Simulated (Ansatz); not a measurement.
Computed with DFT PBE, scalar-relativistic, plane waves, PAW (Ansatz). All cells share a 420 eV cutoff and Γ-centred k meshes spaced at most about 0.3 Å⁻¹ (about 0.25 or finer for metals, 2π included). No spin polarisation.

All energies are static (0 K, no zero-point motion).

Two forms of Mg₃SnN₂ were relaxed alike.

A.

```yaml
crystal:
  lattice:
    - [3.68415, 0.00000, 0.00000]
    - [0.00000, 3.68415, 0.00000]
    - [0.00000, 0.00000, 6.65521]
  atoms:
    - { symbol: Mg, position: [0.50000, 0.50000, 0.00000] }
    - { symbol: Mg, position: [0.00000, 0.50000, 0.37848] }
    - { symbol: Mg, position: [0.50000, 0.00000, 0.62152] }
    - { symbol: Sn, position: [0.00000, 0.00000, 0.00000] }
    - { symbol: N, position: [0.00000, 0.50000, 0.69061] }
    - { symbol: N, position: [0.50000, 0.00000, 0.30939] }
```

B.

```yaml
crystal:
  lattice:
    - [5.95742, 0.00000, 0.00000]
    - [-2.97871, 5.15928, 0.00000]
    - [0.00000, 0.00000, 11.02553]
  atoms:
    - { symbol: Mg, position: [0.50000, 0.00000, 0.50000] }
    - { symbol: Mg, position: [0.00000, 0.50000, 0.50000] }
    - { symbol: Mg, position: [0.50000, 0.50000, 0.50000] }
    - { symbol: Sn, position: [0.00000, 0.00000, 0.50000] }
    - { symbol: N, position: [0.00000, 0.00000, 0.04999] }
    - { symbol: N, position: [0.00000, 0.00000, 0.95001] }
```

Problem. Which is lower in energy, and by how much?

Solution. B is lower, by 60 meV/atom. A has space group P-4m2 (No. 115), 15.1 Å³/atom and no gap on its mesh; B has space group P6/mmm (No. 191), 56.5 Å³/atom and no gap. Counting N atoms around Mg and Sn (those within 1.25 times the shortest such distance or 1.15 times the sum of covalent radii; a plus sign parts nearer from farther groups; the shortest distance is added where it is long for a bond; a slash parts the counts of unlike sites), A has Mg 1/4 from 2.8 Å, Sn 4 from 2.8 Å and B has Mg 4+8 from 5.8 Å, Sn 2+2 from 5.0 Å. B holds N–N pairs as short as in free N₂ molecules (shortest 1.10 Å); in A the shortest N–N distance is 3.64 Å. Even the lower one lies +0.28 eV/atom against the reference forms of the elements (uncorrected), so neither is stable at this level. In A, Mg on a site of symmetry -4m2 is surrounded by 4 Sn at 2.61 Å, 4 N at 2.76 Å and 4 Mg at 3.12 Å; Sn is surrounded by 4 Mg at 2.61 Å, 4 N at 2.76 Å and 4 Mg at 3.12 Å; N has 1 Mg at 2.08 Å, 6 Mg at 2.65–2.76 Å and 2 Sn at 2.76 Å; 1 more site not described. In B, Mg is surrounded by 4 Mg at 2.98 Å and 2 Sn at 2.98 Å; Sn is surrounded by 6 Mg at 2.98 Å; around N lies 1 N at 1.10 Å. Both come from invented guesses. The lowest form computed isn't among them: it has space group P6/mmm (No. 191), 14.4 Å³/atom and lies 0.53 eV/atom below the best shown.

Weakly bound directions are ill-defined at this level, which has no dispersion term (P6/mmm), and this can change margins and order among such cells. Cells relaxed within their symmetry can be saddle points. Some structure types and database cells were kept out of the candidates from the start, so a known form may be missing.
